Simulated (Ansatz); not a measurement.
**In3GaP4 (quasi-random alloy, started on the GaP lattice) (P1): converging the G0W0 gap**

Wanted: a G0W0 gap for In3GaP4 (quasi-random alloy, started on the GaP lattice) (P1) that is converged in bands and cutoff, or an estimate of the limit.

Main program and level: Ansatz 0.2.0; G0W0 on LDA, plane waves, PAW; PAW set soft_1.

### Step 1. The starting structure

The cell holds 32 atoms: 4 Ga, 12 In and 16 P. Its edges and angles: a = 9.898 Å, b = 9.901 Å, c = 9.893 Å, α = 109.5°, β = 109.5°, γ = 109.5°. It derives from GaP.

The structure was relaxed with LDA. The runs that relaxed it are not among those shown.

### Step 2. 1258 empty bands, screening to 82 eV

Now the one-shot GW correction: screening in the RPA, then the self-energy of the levels asked for. This step takes PAW set soft_1 files.

The input, input.yaml:

```yaml
crystal:
  lattice:
    - [-5.7157121612, 5.7140922136, -5.7139769066]
    - [5.7178539244, 5.7163387378, 5.7140816675]
    - [5.711604252, -5.7141969746, -5.7099737583]
  atoms:
    - { symbol: Ga, position: [0.0062582517, -0.0003823884, 0.0016117875] }
    - { symbol: In, position: [0.2475403438, 0.4953283448, 0.2481176201] }
    - { symbol: In, position: [0.4929126928, 0.000278822, 0.4976177108] }
    - { symbol: In, position: [0.7525043731, 0.5043407252, 0.7522468795] }
    - { symbol: In, position: [0.7479048634, 0.250284468, 0.002687382] }
    - { symbol: Ga, position: [0.003311381, 0.7549416295, 0.2519465696] }
    - { symbol: In, position: [0.2479393655, 0.2415198763, 0.4932449736] }
    - { symbol: In, position: [0.502567693, 0.7549629145, 0.7528044638] }
    - { symbol: In, position: [0.5029766704, 0.4956848791, 0.0026936083] }
    - { symbol: In, position: [0.7523112979, 3.76354e-05, 0.2476788518] }
    - { symbol: In, position: [-0.0029323939, 0.5046572959, 0.4975152807] }
    - { symbol: Ga, position: [0.2482104195, 0.0010981268, 0.7513773114] }
    - { symbol: In, position: [0.2475792773, 0.7584430804, 0.0017628793] }
    - { symbol: Ga, position: [0.4933126664, 0.2462380991, 0.2433495724] }
    - { symbol: In, position: [0.7567191984, 0.7499276295, 0.5020821903] }
    - { symbol: In, position: [0.0018797101, 0.2446165591, 0.7523243495] }
    - { symbol: P, position: [-0.0039160638, 0.2332823883, 0.0012690796] }
    - { symbol: P, position: [0.2359561343, 0.7466539672, 0.2475485649] }
    - { symbol: P, position: [0.5020550809, 0.2529524427, 0.4868708618] }
    - { symbol: P, position: [0.7654942484, 0.7659755174, 0.7639293925] }
    - { symbol: P, position: [0.766412, 0.5138832461, 0.0149491279] }
    - { symbol: P, position: [-0.0003369448, -0.0134041344, 0.2344146748] }
    - { symbol: P, position: [0.249145149, 0.4976663634, 0.5016944402] }
    - { symbol: P, position: [0.4861182857, 0.0030794814, 0.7509962295] }
    - { symbol: P, position: [0.4962303245, 0.7465196771, 0.0008750375] }
    - { symbol: P, position: [0.735092155, 0.2495848565, 0.2508015181] }
    - { symbol: P, position: [0.0155323151, 0.7666986861, 0.5005050681] }
    - { symbol: P, position: [0.2524547882, 0.2373606976, 0.7479777903] }
    - { symbol: P, position: [0.248961929, 0.0128111206, -0.0027432746] }
    - { symbol: P, position: [0.501981267, 0.4893957745, 0.2538480714] }
    - { symbol: P, position: [0.745623335, -0.003204164, 0.4975830927] }
    - { symbol: P, position: [0.0022001861, 0.4987663822, 0.7504188948] }
kpoints:
  mp_grid: { grid: [2, 2, 2] }
hamiltonian:
  xc: lda
  pseudopotentials: { kind: paw, azcp: { folder: soft_1 }, xc_functional: pbe }
scf:
  occupations: { method: fixed }
gw:
  n_empty_bands: 1258
  ecut_chi: 82
  qp_bands: [v2, c2]
  qp_kpoints: band_edges
  screening: { model: contour_deformation }
```

On the command line:

```console
$ ansatz run input.yaml --threads 32 --pin off --max-ram 82944MiB --backend cuda --events-out ev --progress --plain --runs-dir out --devices 1 --max-vram 78GiB
```

Numbers of over 12 decimals in the logs are rounded to 6 here.

Output:

```text
GPUs: using 1 of 1 available (devices: 1).
Engine: ansatz 0.2.0, aarch64-unknown-linux-gnu
Pseudopotentials: kind: paw
Pseudopotential: Ga, paw, valence charge 13, recommended cutoff 420 eV (normal), soft_1/Ga.paw.azcp
Pseudopotential: In, paw, valence charge 13, recommended cutoff 420 eV (normal), soft_1/In.paw.azcp
Pseudopotential: P, paw, valence charge 5, recommended cutoff 420 eV (normal), soft_1/P.paw.azcp
Functional definition: SPW92
  exchange = slater_x
  correlation = pw_c
device memory: the entry about to start is reckoned to put 14.4 GiB on a device that reports 162.6 GiB free (of which the cap on the GPU budget leaves the run 78.0 GiB)
GPU FFT provider: cuFFT
GPU libraries: cuBLAS 13.8.1, cuFFT 12.4.0, cuSOLVER 12.3.2
GPU matrix products: emulated (plane waves: as basis.precision tells), large ones in fixed point in workspaces of 1.00 GiB
Crystal: 32 atoms, lattice volume = 746.233 Å³
Basis set: ecut = 420 eV, 14627 PW (Γ)
Bands: 176, of which v1, the nominal top of the filled ones, is band 144 counted from 1 (143 counted from 0)
Symmetry: 1 space group operations
Space group: P1 (ITA 1), of the structure as read, at distance tolerance 9.1e-5 Å
k-points: 8
Non-local potential: Ga, projectors of the file, l = 0: 2, l = 1: 2, l = 2: 3, l = 3: 1
Non-local potential: In, projectors of the file, l = 0: 2, l = 1: 2, l = 2: 2, l = 3: 1
Non-local potential: P, projectors of the file, l = 0: 2, l = 1: 2, l = 2: 1
PAW form: soft (Blöchl's): semilocal exchange-correlation on the pseudo side does not see the compensation charge
PAW frozen core: Ga, regenerated for the run's functional, and the local potential with it (the file was generated under x = pbe(κ = 0.804, μ = 0.219515), c = pbe(β = 0.066725))
PAW frozen core: In, regenerated for the run's functional, and the local potential with it (the file was generated under x = pbe(κ = 0.804, μ = 0.219515), c = pbe(β = 0.066725))
PAW frozen core: P, regenerated for the run's functional, and the local potential with it (the file was generated under x = pbe(κ = 0.804, μ = 0.219515), c = pbe(β = 0.066725))
PAW one-centre angular grid: Ga, 590 points (default); XC on 64 Gauss nodes
PAW one-centre angular grid: In, 590 points (default); XC on 64 Gauss nodes
PAW one-centre angular grid: P, 110 points (default); XC on 64 Gauss nodes
Initial density: superposition of atomic densities (chi_scale 0.1, normalization cell, long waves kept (reshape's long-wave potential 0.03 eV rms))
Initial wavefunctions: pseudopotential atomic-orbital guess
GPU buffer pool allocated for 373248 grid points (all kernels)
GPU transforms: local potential and band sums: pruned to the plane-wave sphere, on 72×72×72
Functional: x = slater, c = lda
SCF iter   1: F=—  HF=-91941.742478 eV  |F-HF|=—  |Δ(HF+E_count)|=         —  Δρ=3.55e-2  dr2=1.21e1  ethr=3.10e-3  ⟨swp⟩=6.0  Hψ=5348  notcnv=0  defer=209
preconditioner: auto → Resta (q_TF=auto, 2.328 Å⁻¹)  ε∞=4.0  [insulator: Δε(μ)=1.087 eV  Ē_g=13.242 eV  n_scr=140 (ndim 8)  ℏωp=23.1 eV  f_vac=0.000  ε∞_Penn≈4.0]
SCF iter   2: F=—  HF=-91938.525383 eV  |F-HF|=—  |Δ(HF+E_count)|=    3.22e0  Δρ=1.95e-2  dr2=2.67e0  ethr=3.10e-3  ⟨swp⟩=2.4  Hψ=2023  notcnv=0  defer=224
SCF iter   3: F=—  HF=-91937.919452 eV  |F-HF|=—  |Δ(HF+E_count)|=   6.06e-1  Δρ=4.48e-3  dr2=1.71e-1  ethr=9.29e-4  ⟨swp⟩=3.0  Hψ=2412  notcnv=0  defer=234
SCF iter   4: F=—  HF=-91937.857910 eV  |F-HF|=—  |Δ(HF+E_count)|=   6.15e-2  Δρ=2.25e-3  dr2=3.81e-2  ethr=5.94e-5  ⟨swp⟩=2.9  Hψ=2398  notcnv=0  defer=239
SCF iter   5: F=—  HF=-91937.838211 eV  |F-HF|=—  |Δ(HF+E_count)|=   1.97e-2  Δρ=7.44e-4  dr2=4.72e-3  ethr=1.32e-5  ⟨swp⟩=2.9  Hψ=2397  notcnv=0  defer=240
SCF iter   6: F=—  HF=-91937.839585 eV  |F-HF|=—  |Δ(HF+E_count)|=   1.37e-3  Δρ=2.53e-4  dr2=3.83e-4  ethr=1.64e-6  ⟨swp⟩=2.0  Hψ=2379  notcnv=0  defer=240
SCF iter   7: F=—  HF=-91937.839692 eV  |F-HF|=—  |Δ(HF+E_count)|=   1.07e-4  Δρ=3.20e-5  dr2=1.38e-5  ethr=1.33e-7  ⟨swp⟩=3.0  Hψ=2720  notcnv=0  defer=235
SCF iter   8: F=—  HF=-91937.839694 eV  |F-HF|=—  |Δ(HF+E_count)|=   2.57e-6  Δρ=1.13e-5  dr2=1.53e-6  ethr=4.78e-9  ⟨swp⟩=2.8  Hψ=2705  notcnv=0  defer=235
SCF iter   9: F=-91937.839695 eV  HF=-91937.839695 eV  |F-HF|=4.28e-8  |Δ(HF+E_count)|=   3.89e-7  Δρ=4.06e-6  dr2=8.98e-8  ethr=3.47e-11  ⟨swp⟩=13.1  Hψ=8263  notcnv=0
SCF 1 converged in 9 iterations: F = -91937.839695 eV  dr2 = 8.98e-8
  greatest PAW one-centre occupation: 0.995 electrons in one spin orbital (limit 2), on the Ga atom at site 5 (counted from 0), in its partial waves of l = 2
device memory: the entry about to start is reckoned to put 16.5 GiB (of the 18.0 GiB reckoned in all, the device holds 1.4 GiB already) on a device that reports 158.7 GiB free (of which the cap on the GPU budget leaves the run 76.6 GiB)
NSCF: frozen V_eff on 8 k-points
the band table was solved once the SCF had ended and its energy, with any forces and stress, was formed, with the checks that follow a solve (5177 applications of the Hamiltonian). They found nothing against the state; the energy, forces and stress were not computed again (output.eigenvalues in the input reference)
device memory: the entry about to start is reckoned to put 43.4 GiB on a device that reports 159.1 GiB free (of which the cap on the GPU budget leaves the run 78.0 GiB)
NSCF: frozen V_eff on 8 k-points
G₀W₀ screening: q 1/8
[... further progress lines ...]
SCF converged after 9 iterations
Free energy (F): -91937.839695 eV
Harris-Foulkes:  -91937.839695 eV  (|F-HF|=4.28e-8)
Internal energy: -91937.839695 eV  (E = F + TS)
E sigma→0 (E₀):  -91937.839695 eV
Fermi energy:    7.142497 eV
--- Per-component energies (eV) ---
  E_band       = -857.041284
  E_kinetic    = 4199.221206
  E_local      = -22639.836808  (includes V_loc(G=0)·N_el)
  E_nonlocal   = 4137.811229
  E_hartree    = 10436.116579
  E_xc         = -3113.249269
  E_vxc        = -2295.401241  (∫ρ·V_xc dr)
  E_paw        = -64971.757823  (= ΣΔE_a)
  E_vpaw       = -5131.048752  (= ΣTr[D̂ρ^β])
  E_aug_tail   = 0.000149  (compensation charges beyond the density's cutoff)
  E_ewald      = -19998.350924
  E_core_change = 12.205966  (= ΣΔE_core)
  E_smearing   = -0.000000  (= −TS)
  E_closure    = 0.000000  (closes the sum)
  Σ components = -91937.839695   (vs F -91937.839695, Δ=0.00e0)
--- Band table (eV; the first three rows and the last of 8) ---
[... rows of the band table ...]
--- G₀W₀: contour deformation, 7 samples at zero and on the imaginary axis and 1 off it, 8 q-points, 1258 empty bands' worth ---
  eigenvalues of the whole cell's RPA ε∞ on this k-mesh (on a slab, of 1 + 4πα/V) = 21.1164, 21.6898, 22.2792; static W/v taken at q = 0 is 0.046103
  gw.qp_kpoints: band_edges: 8 of 8 stored k-points solved, in 1 pass; an edge of the gap read off the rows below is read off those points alone
    ik  band        ε_KS         Σx   Σc(E_QP)       V_xc       Z   E_QP_lin       E_QP  E_QP is
     0   143      7.1243   -16.8751     1.2940   -15.4666  0.7365     7.0093     7.0099  root
     0   144      7.1425   -16.8825     1.2971   -15.4717  0.7363     7.0282     7.0287  root
     0   145      7.9204   -10.4475    -3.7928   -14.8299  0.7543     8.5362     8.5100  root
     0   146      8.5963    -7.0379    -3.6995   -11.0167  0.7641     8.8793     8.8755  root
     1   143      6.8065   -16.7355     1.3907   -15.2148  0.7355     6.6758     6.6765  root
     1   144      6.9162   -16.7310     1.3659   -15.2444  0.7354     6.7949     6.7955  root
     1   145      9.0845    -7.6961    -3.8912   -11.9699  0.7572     9.4754     9.4672  root
     1   146      9.2126    -8.9762    -3.8631   -13.3173  0.7490     9.7052     9.6907  root
     2   143      6.7832   -16.7297     1.3970   -15.2006  0.7354     6.6505     6.6512  root
     2   144      6.9446   -16.7352     1.3605   -15.2561  0.7355     6.8255     6.8260  root
     2   145      9.0771    -7.6056    -3.8894   -11.8737  0.7575     9.4638     9.4558  root
     2   146      9.3761    -7.8549    -3.9325   -12.1879  0.7566     9.7858     9.7766  root
     3   143      6.8084   -16.7336     1.3922   -15.2112  0.7354     6.6774     6.6781  root
     3   144      6.9209   -16.7337     1.3657   -15.2476  0.7355     6.7999     6.8004  root
     3   145      9.1013    -7.6948    -3.8900   -11.9712  0.7571     9.4961     9.4877  root
     3   146      9.3037    -7.8495    -3.9028   -12.1511  0.7567     9.7117     9.7026  root
     4   143      6.8050   -16.7280     1.3913   -15.2066  0.7354     6.6743     6.6750  root
     4   144      6.9218   -16.7372     1.3666   -15.2500  0.7354     6.8005     6.8010  root
     4   145      9.0993    -7.6891    -3.8872   -11.9621  0.7571     9.4934     9.4851  root
     4   146      9.3117    -8.0458    -3.9175   -12.3766  0.7555     9.7348     9.7249  root
     5   143      6.8516   -16.7244     1.3772   -15.2217  0.7355     6.7254     6.7261  root
     5   144      6.8623   -16.7398     1.3775   -15.2370  0.7355     6.7364     6.7371  root
     5   145      9.2343    -7.5647    -3.8943   -11.8314  0.7583     9.6145     9.6068  root
     5   146      9.2404    -7.4550    -3.9055   -11.7223  0.7591     9.6094     9.6022  root
     6   143      6.7667   -16.7316     1.4070   -15.1895  0.7353     6.6309     6.6316  root
     6   144      6.9861   -16.7356     1.3530   -15.2674  0.7354     6.8704     6.8709  root
     6   145      8.9129    -7.8581    -3.8744   -12.1367  0.7552     9.3265     9.3172  root
     6   146      9.3645    -9.1542    -3.9148   -13.5607  0.7493     9.8719     9.8562  root
     7   143      6.1804   -16.3016     1.6408   -14.4997  0.7312     6.0182     6.0193  root
     7   144      6.2186   -16.3137     1.6316   -14.5205  0.7313     6.0558     6.0570  root
     7   145      8.3467    -9.0961    -3.7630   -13.3694  0.7571     8.8740     8.8569  root
     7   146      8.4608    -9.1522    -3.8126   -13.4756  0.7571     8.9887     8.9716  root
```

It took 42 s on 1 × NVIDIA GB200 (shared by 2 runs) with 32 threads of Arm Neoverse V2, shared host; peak memory 6.3 GiB; 2.3 min of CPU time.

This step gave:

```yaml
bands_summed: 1402
rpa_eps_infinity_on_this_mesh_eigenvalues: 21.12, 21.69, 22.28
plane_waves_in_the_screening_matrix: 1253
q_points_in_the_mesh: 8
g0w0_gap_on_the_mesh: 1.481 eV
k_of_the_valence_top: 0, 0, 0
k_of_the_conduction_bottom: 0, 0, 0
starting_gap_on_the_mesh: 0.7779 eV
z_at_the_valence_top: 0.7363
z_at_the_conduction_bottom: 0.7543
least_direct_g0w0_gap_on_the_computed_points: 1.481 eV
```

The gap on the mesh goes from 0.78 eV to 1.48 eV, a correction of +0.70 eV. Between the two edge states, bare exchange in place of the xc potential would open the gap by 5.79 eV, and correlation takes back 5.09 eV.

### Step 3. 3112 empty bands, screening to 150 eV

Bands and screening cutoff are moved together, since each hides the error of the other.

input.yaml, as its differences from that of step 2:

```diff
@@ -46,4 +46,4 @@
 gw:
-  n_empty_bands: 1258
-  ecut_chi: 82
+  n_empty_bands: 3112
+  ecut_chi: 150.0
   qp_bands: [v2, c2]
```

Output:

```text
GPUs: using 1 of 1 available (devices: 1).
[...]
GPU FFT provider: cuFFT
GPU libraries: cuBLAS 13.8.1, cuFFT 12.4.0, cuSOLVER 12.3.2
[...]
Crystal: 32 atoms, lattice volume = 746.233 Å³
Basis set: ecut = 420 eV, 14627 PW (Γ)
Bands: 176, of which v1, the nominal top of the filled ones, is band 144 counted from 1 (143 counted from 0)
[... 1 set-up line as in the run before ...]
[...]
k-points: 8
[...]
GPU buffer pool allocated for 373248 grid points (all kernels)
[...]
SCF iter   1: F=—  HF=-91941.742478 eV  |F-HF|=—  |Δ(HF+E_count)|=         —  Δρ=3.55e-2  dr2=1.21e1  ethr=3.10e-3  ⟨swp⟩=6.0  Hψ=5348  notcnv=0  defer=209
[...]
SCF iter   9: F=-91937.839695 eV  HF=-91937.839695 eV  |F-HF|=4.28e-8  |Δ(HF+E_count)|=   3.89e-7  Δρ=4.06e-6  dr2=8.98e-8  ethr=3.47e-11  ⟨swp⟩=13.1  Hψ=8263  notcnv=0
SCF 1 converged in 9 iterations: F = -91937.839695 eV  dr2 = 8.98e-8
[...]
NSCF: frozen V_eff on 8 k-points
[...]
G₀W₀ screening: q 1/8
[... further progress lines ...]
SCF converged after 9 iterations
Free energy (F): -91937.839695 eV
[...]
Internal energy: -91937.839695 eV  (E = F + TS)
E sigma→0 (E₀):  -91937.839695 eV
Fermi energy:    7.142497 eV
[...]
--- Band table (eV; the first three rows and the last of 8) ---
[... rows of the band table ...]
[...]
0   143      7.1243   -16.8751     1.0589   -15.4666  0.7344     6.7686     6.7748  root
     0   144      7.1425   -16.8825     1.0612   -15.4717  0.7343     6.7866     6.7928  root
     0   145      7.9204   -10.4475    -4.0316   -14.8299  0.7526     8.2776     8.2712  root
     0   146      8.5963    -7.0379    -3.8252   -11.0167  0.7633     8.7509     8.7498  root
     1   143      6.8065   -16.7355     1.1609   -15.2148  0.7335     6.4400     6.4468  root
     1   144      6.9162   -16.7310     1.1321   -15.2444  0.7335     6.5551     6.5617  root
     1   145      9.0845    -7.6961    -4.0457   -11.9699  0.7562     9.3151     9.3127  root
     1   146      9.2126    -8.9762    -4.0563   -13.3173  0.7478     9.5015     9.4974  root
[...]
7   143      6.1804   -16.3016     1.4224   -14.4997  0.7294     5.7929     5.8009  root
     7   144      6.2186   -16.3137     1.4137   -14.5205  0.7295     5.8311     5.8392  root
     7   145      8.3467    -9.0961    -3.9604   -13.3694  0.7559     8.6645     8.6595  root
     7   146      8.4608    -9.1522    -4.0143   -13.4756  0.7558     8.7746     8.7698  root
```

Elapsed: 2.5 min, on 1 × NVIDIA GB200 (shared by 2 runs) with 32 threads; peak memory 19 GiB.

This step gave:

- bands summed: 3256
- RPA ε∞ on this mesh (eigenvalues): 21.06, 21.63, 22.22
- plane waves in the screening matrix: 3103
- q-points in the mesh: 8
- G0W0 gap on the mesh: 1.478 eV
- k of the valence top: 0, 0, 0
- k of the conduction bottom: 0, 0, 0
- starting gap on the mesh: 0.7779 eV
- Z at the valence top: 0.7343
- Z at the conduction bottom: 0.7526
- least direct G0W0 gap on the computed points: 1.478 eV

Against the run with 2×2×2 mesh, 1258 empty bands, screening to 82 eV, PAW set soft_1 files, the gap moves by −0.003 eV.

### Step 4. Side by side

Times are wall times on 1 × NVIDIA GB200 (shared by 2 runs) with 32 threads of Arm Neoverse V2, shared host, good to a factor of about two.

```csv
mesh,files,frequency,bands summed,cutoff (eV),start (eV),G0W0 (eV),time,host memory (GiB)
2×2×2,PAW set soft_1,contour deformation,1402,82,0.778,1.481,42 s,6.3
2×2×2,PAW set soft_1,contour deformation,3256,150,0.778,1.478,2.5 min,19
```

How the two edges are built up, in eV (the quasiparticle level is the starting level plus Σx plus Σc less Vxc):

```
       run               edge  start      Σx     Σc     Vxc     Z    QP
1402 bands        valence top   7.14  -16.88   1.30  -15.47  0.74  7.03
1402 bands  conduction bottom   7.92  -10.45  -3.79  -14.83  0.75  8.51
3256 bands        valence top   7.14  -16.88   1.06  -15.47  0.73  6.79
3256 bands  conduction bottom   7.92  -10.45  -4.03  -14.83  0.75  8.27
```

### Step 5. Outcome

```json
{
 "1402 bands, 82 eV": "1.481 eV",
 "3256 bands, 150 eV": "1.478 eV",
 "estimated limit in bands and cutoff": "1.48 eV",
 "mesh and start": "2×2×2, LDA"
}
```

A line in one over the bands through the two rungs gives 1.48 eV, −0.002 eV from the top rung; with two points alone it is an unchecked estimate. The rungs stand 0.01 eV (1402 bands) and 0.00 eV (3256 bands) from it. From 1402 to 3256 bands the gap moves by −0.003 eV while the time grows 3.6-fold. Σc changes by −0.24 eV at the valence top and −0.24 eV at the conduction bottom, so the levels themselves move more than the gap between them. The 2×2×2 mesh is coarse for this cell (its supercell is 20 Å along the shortest edge). The RPA ε∞ on it, from the LDA start, is 21.06, 21.63 and 22.22; such meshes misread the long-range screening, most where the gap is narrow. The many-body steps are scalar-relativistic: spin-orbit coupling is not in them.

[Paths, hosts, dates, memory and timing lines, banners, echoed tables and standing remarks are left out of the program output.]

[Logs are printed without paths, hosts, clocks, repeated set-up lines and the standing remarks that a program may print on its own settings, such as how far it seeks lower states.]

[Runs of the session that timed out or met a known fault of the program may be left out.]

[Cells called generated may have been cut or substituted from an entry of the Crystallography Open Database or the Materials Project.]

[Hosts, paths, dates, database ids (printed as entryN), source tags and the programs' standing remarks are cut or masked in the printed files.]
